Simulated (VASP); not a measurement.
# MoS2 (Fm-3m): band edges, masses and strain, part 2 of 3

Wanted: where the band edges of MoS2 lie, how heavy the carriers are and how strain moves the gap. The cell is generated by rule, not measured, and may not be a known phase.

VASP 6.6.1, plane waves and PAW; the level of theory is named at each step.

Still holding for the runs below: This run has no spin polarisation, although Mo can carry a moment.

So far. Step 3 (Bands on a dense mesh): At -7.0 GPa the cell is away from the equilibrium volume of this level: left free, it would shrink.

The structure was built from a prototype and need not be the compound's stable phase.

**4. Bands with spin-orbit coupling**

This step: PBE, spin-orbit coupling, no spin polarisation; plane waves and PAW (Mo_sv, S); invented cell (VASP 6.6.1).

Spin-orbit coupling can split and shift the band edges, more so for heavy elements, so the bands are solved again with spinors.

The input, INCAR:

```
SYSTEM = MoS2
PREC = Accurate
ENCUT = 400
EDIFF = 1E-06
NELM = 100
ISMEAR = 0
SIGMA = 0.02
LREAL = .FALSE.
ALGO = Normal
GGA = PE
LNONCOLLINEAR = .TRUE.
MAGMOM = 0 0 0 0 0 0 0 0 0
NBANDS = 38
GGA_COMPAT = .FALSE.
LASPH = .TRUE.
LSORBIT = .TRUE.
LMAXMIX = 4
LORBIT = 11
LWAVE = .FALSE.
LCHARG = .FALSE.
KPAR = 4
ISIF = 2
```

The input, POSCAR:

```
MoS2
1.0
    0.0000000000      2.9902100000      2.9902100000
    2.9902100000      0.0000000000      2.9902100000
    2.9902100000      2.9902100000      0.0000000000
Mo S
1 2
Direct
    0.0000000000      0.0000000000      0.0000000000
    0.2500000000      0.2500000000      0.2500000000
    0.7500000000      0.7500000000      0.7500000000
```

The input, KPOINTS:

```
Automatic mesh
0
Gamma
8 8 8
0 0 0
```

The input, KPOINTS_OPT:

```
Line mode
16
Line-mode
Reciprocal
  0.00000000   0.00000000   0.00000000 GAMMA
  0.50000000   0.00000000   0.50000000 X

  0.50000000   0.00000000   0.50000000 X
  0.50000000   0.25000000   0.75000000 W

  0.50000000   0.25000000   0.75000000 W
  0.37500000   0.37500000   0.75000000 K

  0.37500000   0.37500000   0.75000000 K
  0.00000000   0.00000000   0.00000000 GAMMA

  0.00000000   0.00000000   0.00000000 GAMMA
  0.50000000   0.50000000   0.50000000 L

  0.50000000   0.50000000   0.50000000 L
  0.62500000   0.25000000   0.62500000 U

  0.62500000   0.25000000   0.62500000 U
  0.50000000   0.25000000   0.75000000 W

  0.50000000   0.25000000   0.75000000 W
  0.50000000   0.50000000   0.50000000 L

  0.50000000   0.50000000   0.50000000 L
  0.37500000   0.37500000   0.75000000 K

  0.62500000   0.25000000   0.62500000 U
  0.50000000   0.00000000   0.50000000 X
```

PAW data sets: Mo_sv and S (PBE family, release 64).

The run is started by

```bash
mpirun -np 4 vasp_ncl
```

Output:

```text
[... set-up lines as in an earlier step ...]
 entering main loop
       N       E                     dE             d eps       ncg     rms          rms(c)
DAV:   1     0.173683204364E+03    0.17368E+03   -0.11987E+04  2420   0.106E+03
DAV:   2    -0.119838089481E+02   -0.18567E+03   -0.17856E+03  2636   0.308E+02
DAV:   3    -0.212325801291E+02   -0.92488E+01   -0.89755E+01  2766   0.609E+01
DAV:   4    -0.213981028297E+02   -0.16552E+00   -0.16507E+00  2698   0.830E+00
DAV:   5    -0.214010524241E+02   -0.29496E-02   -0.29492E-02  2652   0.109E+00    0.174E+01
DAV:   6    -0.207087001904E+02    0.69235E+00   -0.93709E+00  2300   0.229E+01    0.959E+00
DAV:   7    -0.196743254272E+02    0.10344E+01   -0.37459E+00  2300   0.146E+01    0.597E+00
DAV:   8    -0.196223549495E+02    0.51970E-01   -0.31695E-01  2478   0.421E+00    0.159E+00
DAV:   9    -0.196163223925E+02    0.60326E-02   -0.15932E-02  2454   0.802E-01    0.460E-01
DAV:  10    -0.196156247519E+02    0.69764E-03   -0.31044E-03  2496   0.351E-01    0.301E-01
DAV:  11    -0.196157408873E+02   -0.11614E-03   -0.54277E-04  2612   0.143E-01    0.825E-02
DAV:  12    -0.196157799908E+02   -0.39103E-04   -0.49795E-05  2550   0.457E-02    0.246E-02
DAV:  13    -0.196157981602E+02   -0.18169E-04   -0.38868E-05  2364   0.328E-02    0.112E-02
DAV:  14    -0.196157998539E+02   -0.16937E-05   -0.15623E-05  2344   0.192E-02    0.768E-03
DAV:  15    -0.196157997731E+02    0.80855E-07   -0.63699E-07  1596   0.549E-03
   1 F= -.19615800E+02 E0= -.19615525E+02  d E =-.550246E-03  mag=     0.0000    -0.0000     0.0000
 Start KPOINTS_OPT (optional k-point list driver)
k-point batch [1-29\160]
       N       E                     dE             ncg
DAV:   1    -0.112350968399E+04   -0.16584E+05     2476
DAV:   2    -0.641668058882E+04   -0.52932E+04     2606
DAV:   3    -0.666719571148E+04   -0.25052E+03     2734
DAV:   4    -0.667231119510E+04   -0.51155E+01     2556
DAV:   5    -0.667242528894E+04   -0.11409E+00     2764
DAV:   6    -0.667242889476E+04   -0.36058E-02     2616
DAV:   7    -0.667242898378E+04   -0.89018E-04     2778
DAV:   8    -0.667242898749E+04   -0.37101E-05     2116
DAV:   9    -0.667242898768E+04   -0.19133E-06     1690
[...]
k-point batch [146-160\160]
       N       E                     dE             ncg
DAV:   1     0.937010820979E+04   -0.12215E+05     1260
DAV:   2     0.667133775928E+04   -0.26988E+04     1410
DAV:   3     0.655452820781E+04   -0.11681E+03     1366
DAV:   4     0.655247300498E+04   -0.20552E+01     1322
DAV:   5     0.655243386310E+04   -0.39142E-01     1392
DAV:   6     0.655243288911E+04   -0.97399E-03     1338
DAV:   7     0.655243285767E+04   -0.31432E-04     1386
DAV:   8     0.655243285659E+04   -0.10870E-05     1090
DAV:   9     0.655243285652E+04   -0.70286E-07      822
```

The job ended after 1.9 min (4 MPI ranks of AMD EPYC 7R43, shared host; peak memory 1.1 GiB).

From OUTCAR (step 4):

```text
The static configuration has the point symmetry O_h .

 Found     29 irreducible k-points:

   k-points           NKPTS =     29   k-points in BZ     NKDIM =     29   number of bands    NBANDS=     38

   NELECT =      26.0000    total number of electrons

 E-fermi :   7.6213

 k-point     1 :       0.0000    0.0000    0.0000
  band No.  band energies     occupation
    ...
     24       6.9648      1.00000
     25       7.1172      1.00000
     26       7.1172      1.00000
     27       7.1172      1.00000
     28       7.1172      1.00000
     29      11.4484      0.00000
     30      11.4484      0.00000
     31      11.4484      0.00000
     32      11.4484      0.00000
     33      11.5493      0.00000
    ...

 k-point     2 :       0.1250    0.0000    0.0000
  band No.  band energies     occupation
    ...
     20       6.0210      1.00000
     21       6.0669      1.00000
     22       6.0669      1.00000
     23       6.5425      1.00000
     24       6.5425      1.00000
     25       7.6406      0.08639
     26       7.6406      0.08639
     27       7.7163      0.00000
     28       7.7163      0.00000
     29      10.4210      0.00000
    ...

  Total       -2.2210845     -2.2210845     -2.2210845     -0.0000000     -0.0000000      0.0000000
  in kB      -66.5488560    -66.5488560    -66.5488560     -0.0000000     -0.0000000      0.0000000
  external PRESSURE =     -66.5488560 kB  Pullay stress =       0.0000000 kB

 POSITION                                       TOTAL-FORCE (eV/Angst)
 -----------------------------------------------------------------------------------
      0.00000      0.00000      0.00000         0.000000      0.000000      0.000000
      1.49510      1.49510      1.49510        -0.000000     -0.000000     -0.000000
      4.48531      4.48531      4.48531         0.000000      0.000000      0.000000
 -----------------------------------------------------------------------------------
    total drift:                               -0.000000      0.000000      0.000000

  FREE ENERGIE OF THE ION-ELECTRON SYSTEM (eV)
  ---------------------------------------------------
  free  energy   TOTEN  =       -19.6157997731 eV

  energy  without entropy=      -19.6152495273  energy(sigma->0) =      -19.61552465

 Spin-Orbit-Coupling matrix elements
 Ion:    1  E_soc:     -0.2108497
 Ion:    2  E_soc:     -0.0023335
 Ion:    3  E_soc:     -0.0023335

 total charge
# of ion       s       p       d       tot
------------------------------------------
    1        2.249   6.131   3.797  12.176
    2        1.361   2.292   0.000   3.652
    3        1.361   2.292   0.000   3.652
--------------------------------------------------
tot          4.970  10.714   3.797  19.481

 magnetization (x)
# of ion       s       p       d       tot
------------------------------------------
    1        0.000  -0.000   0.000  -0.000
    2        0.000   0.000   0.000   0.000
    3        0.000  -0.000   0.000  -0.000
--------------------------------------------------
tot          0.000  -0.000   0.000   0.000

 magnetization (y)
# of ion       s       p       d       tot
------------------------------------------
    1       -0.000   0.000   0.000  -0.000
    2        0.000  -0.000   0.000  -0.000
    3        0.000   0.000   0.000   0.000
--------------------------------------------------
tot          0.000  -0.000   0.000  -0.000

 magnetization (z)
# of ion       s       p       d       tot
------------------------------------------
    1        0.000   0.000   0.000   0.000
    2        0.000  -0.000   0.000  -0.000
    3       -0.000  -0.000   0.000  -0.000
--------------------------------------------------
tot          0.000  -0.000   0.000  -0.000

[... 7 parts as in an earlier step ...]

[... 5 further parts left out ...]
```

LASPH is on here and off in the session's scalar semilocal runs, so a comparison with those holds both changes.

Numbers from this step:

```
SCF cycles              : 15
bands                   : 38
irreducible k-points    : 29
free energy (TOTEN)     : -19.62 eV
energy at zero smearing : -19.62 eV
Fermi energy            : 7.621 eV
pressure                : -6.655 GPa
```

The spin moment in the PAW sphere vanishes on all atoms.

On-site spin-orbit energy by atom:

```csv
atom,on-site spin-orbit energy (eV)
Mo1,-0.211
S2,-0.002
S3,-0.002
```

Electronic bands along the path, in eV, zero at the Fermi level; # counts the bands kept, so #1 is VASP's band 13:

```csv
point,#9,#10,#11,#12,#13,#14,#15,#16
Γ,-0.85,-0.85,-0.66,-0.66,-0.50,-0.50,-0.50,-0.50
0.53 of the way,-1.29,-1.29,-1.18,-1.18,-0.39,-0.39,-0.02,-0.02
X,-2.34,-2.34,-0.59,-0.59,0.06,0.06,0.80,0.80
0.53 of the way,-2.34,-2.34,-0.23,-0.23,0.17,0.17,0.61,0.61
W,-2.31,-2.31,-0.09,-0.09,0.40,0.40,0.47,0.47
0.47 of the way,-2.26,-2.26,-0.10,-0.10,0.26,0.26,0.29,0.29
K,-2.19,-2.19,-0.13,-0.13,0.10,0.10,0.20,0.20
0.47 of the way,-3.19,-3.19,-1.12,-1.12,-0.49,-0.49,0.64,0.64
Γ,-0.85,-0.85,-0.66,-0.66,-0.50,-0.50,-0.50,-0.50
0.53 of the way,-2.32,-2.32,-2.31,-2.31,0.12,0.12,0.23,0.23
L,-2.88,-2.88,-2.76,-2.76,-0.46,-0.46,-0.38,-0.38
0.47 of the way,-2.22,-2.22,-1.79,-1.79,-0.15,-0.15,-0.07,-0.07
U,-2.19,-2.19,-0.13,-0.13,0.10,0.10,0.20,0.20
0.47 of the way,-2.24,-2.24,-0.11,-0.11,0.23,0.23,0.27,0.27
W,-2.31,-2.31,-0.09,-0.09,0.40,0.40,0.47,0.47
0.53 of the way,-2.15,-2.15,-1.53,-1.53,-0.09,-0.09,0.00,0.00
L,-2.88,-2.88,-2.76,-2.76,-0.46,-0.46,-0.38,-0.38
0.53 of the way,-2.17,-2.17,-1.54,-1.54,-0.10,-0.10,0.00,0.00
K,-2.19,-2.19,-0.13,-0.13,0.10,0.10,0.20,0.20
jump to U,-2.19,-2.19,-0.13,-0.13,0.10,0.10,0.20,0.20
0.53 of the way,-2.33,-2.33,-0.41,-0.41,0.09,0.09,0.68,0.68
X,-2.34,-2.34,-0.59,-0.59,0.06,0.06,0.80,0.80
```

Of the projections kept (Mo, S), the largest for each band there; the rest of the weight can lie on other orbitals:

```csv
point,#9,#10,#11,#12,#13,#14,#15,#16
Γ,Mo 1.00,Mo 1.00,S 0.96,S 0.96,S 0.96,S 0.96,S 0.96,S 0.96
X,Mo 0.63,Mo 0.63,Mo 0.96,Mo 0.96,Mo 1.00,Mo 1.00,S 1.00,S 1.00
W,Mo 0.65,Mo 0.65,Mo 0.99,Mo 0.99,Mo 0.90,Mo 0.90,S 1.00,S 1.00
K,Mo 0.54,Mo 0.54,Mo 0.93,Mo 0.93,S 0.88,S 0.88,Mo 0.95,Mo 0.95
Γ,Mo 1.00,Mo 1.00,S 0.96,S 0.96,S 0.96,S 0.96,S 0.96,S 0.96
L,S 0.92,S 0.92,S 0.92,S 0.92,Mo 1.00,Mo 1.00,Mo 1.00,Mo 1.00
```

**5. Orbitals for bands with HSE06**

This step: PBE, no spin polarisation; plane waves and PAW (Mo_sv, S); invented cell (VASP 6.6.1).

The hybrid starts from PBE orbitals, which saves many expensive cycles.

The input, INCAR:

```
SYSTEM = MoS2
PREC = Accurate
ENCUT = 400
EDIFF = 1E-05
NELM = 100
ISMEAR = 0
SIGMA = 0.02
LREAL = .FALSE.
ALGO = Normal
GGA = PE
NBANDS = 19
LORBIT = 11
LWAVE = .TRUE.
LCHARG = .FALSE.
KPAR = 4
```

POSCAR is that of step 4.

The input, KPOINTS:

```
Automatic mesh
0
Gamma
4 4 4
0 0 0
```

The run is started by

```bash
mpirun -np 4 vasp_std
```

Output:

```text
[... set-up lines as in an earlier step ...]
 entering main loop
       N       E                     dE             d eps       ncg     rms          rms(c)
DAV:   1     0.134358451301E+03    0.13436E+03   -0.12322E+04   320   0.106E+03
DAV:   2    -0.154857805490E+02   -0.14984E+03   -0.14612E+03   376   0.280E+02
DAV:   3    -0.211830265518E+02   -0.56972E+01   -0.56055E+01   359   0.481E+01
DAV:   4    -0.212523902310E+02   -0.69364E-01   -0.69306E-01   386   0.557E+00
DAV:   5    -0.212535256545E+02   -0.11354E-02   -0.11352E-02   364   0.672E-01    0.170E+01
DAV:   6    -0.207832289140E+02    0.47030E+00   -0.30229E+01   318   0.233E+01    0.100E+01
DAV:   7    -0.195720659591E+02    0.12112E+01   -0.87858E+00   323   0.145E+01    0.547E+00
DAV:   8    -0.195644924537E+02    0.75735E-02   -0.22447E-01   340   0.304E+00    0.126E+00
DAV:   9    -0.195637219457E+02    0.77051E-03   -0.79749E-03   347   0.528E-01    0.392E-01
DAV:  10    -0.195637002160E+02    0.21730E-04   -0.26513E-03   350   0.335E-01    0.732E-02
DAV:  11    -0.195637808311E+02   -0.80615E-04   -0.92105E-05   347   0.649E-02    0.220E-02
DAV:  12    -0.195638167328E+02   -0.35902E-04   -0.46637E-05   319   0.454E-02    0.125E-02
DAV:  13    -0.195638189754E+02   -0.22426E-05   -0.22290E-06   216   0.827E-03
   1 F= -.19563819E+02 E0= -.19562072E+02  d E =-.349428E-02
 writing wavefunctions
```

It took 3.4 s on 4 MPI ranks; peak memory 0.45 GiB.

OUTCAR, selected parts (step 5):

```text
   k-points           NKPTS =      8   k-points in BZ     NKDIM =      8   number of bands    NBANDS=     19

   NELECT =      26.0000    total number of electrons

 E-fermi :   7.7330

 k-point     1 :       0.0000    0.0000    0.0000
  band No.  band energies     occupation
    ...
     10       6.8268      2.00000
     11       6.8268      2.00000
     12       7.0202      2.00000
     13       7.0202      2.00000
     14       7.0202      2.00000
     15      11.5149      0.00000
     16      11.5149      0.00000
     17      11.5149      0.00000
     18      12.7690      0.00000
     19      12.7690      0.00000

  Total       -2.5041323     -2.5041323     -2.5041323      0.0000000      0.0000000      0.0000000
  in kB      -75.0296282    -75.0296282    -75.0296282      0.0000000      0.0000000      0.0000000
  external PRESSURE =     -75.0296282 kB  Pullay stress =       0.0000000 kB

 POSITION                                       TOTAL-FORCE (eV/Angst)
 -----------------------------------------------------------------------------------
      0.00000      0.00000      0.00000         0.000000      0.000000      0.000000
      1.49510      1.49510      1.49510         0.000000     -0.000000     -0.000000
      4.48531      4.48531      4.48531        -0.000000      0.000000      0.000000
 -----------------------------------------------------------------------------------
    total drift:                               -0.000000     -0.000000      0.000000

  FREE ENERGIE OF THE ION-ELECTRON SYSTEM (eV)
  ---------------------------------------------------
  free  energy   TOTEN  =       -19.5638189754 eV

  energy  without entropy=      -19.5603246914  energy(sigma->0) =      -19.56207183

[... 6 parts as in an earlier step ...]

[... 10 further parts left out ...]
```

The k-mesh is coarse for a metal.

This step gave:

```yaml
scf_cycles: 13
bands: 19
irreducible_k_points: 8
free_energy_toten: -19.56 eV
energy_at_zero_smearing: -19.56 eV
fermi_energy: 7.733 eV
pressure: -7.503 GPa
```

The run ends at a pressure of -7.50 GPa.

(Continued in part 3 of 3.)

[Lines on the potential files, build, host, timing and source positions are cut from VASP's logs without a mark.]

[Logs are printed without paths, hosts, clocks, repeated set-up lines and the standing remarks that a program may print on its own settings, such as how far it seeks lower states.]

[Hosts, paths, dates, database ids (printed as entryN), source tags and the programs' standing remarks are cut or masked in the printed files.]

[In band tables of VASP the shares of atoms and orbitals are scaled to a sum of 1 inside the atoms' spheres.]

[Gaps and slopes under strain along one axis are those of the sampled path and mesh points; where strain splits equal valleys, another of them can be the edge.]
